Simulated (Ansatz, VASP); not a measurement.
# B in VASP and in Ansatz

```
CELL_PARAMETERS angstrom
1.65250 0.00000 0.00000
-0.82625 1.43111 0.00000
0.00000 0.00000 10.21201
ATOMIC_POSITIONS crystal
B 0.33333 0.66667 0.25000
B 0.66667 0.33333 0.75000
```

Alike in both runs: task single point; functional RPBE; k mesh 23 × 23 × 4; occupations fermi-dirac, width 0.1 eV; no spin polarisation.

```csv
,VASP,Ansatz
version,VASP 6.6.1,Ansatz 0.2.0
potentials or method,"VASP PAW PBE potentials, release 64 (B)","plane waves (420 eV) with PAW, scalar-relativistic"
plane-wave cutoff (eV),520,420
valence electrons in the cell,6,6
```

```tsv
	VASP	Ansatz	Ansatz less VASP
pressure (GPa)	17.9	18.0	+0.11
largest component of the traceless stress (GPa)	17.95	17.96	+0.013
```

Caveats: so large a pressure means that the cell lies far from this level's equilibrium, or that cutoff or potentials fall short (VASP); the potentials were made for another functional, which shifts forces and pressure (VASP); this functional lacks dispersion, which binds the layers, so the pressure and a relaxed spacing across them are unreliable.
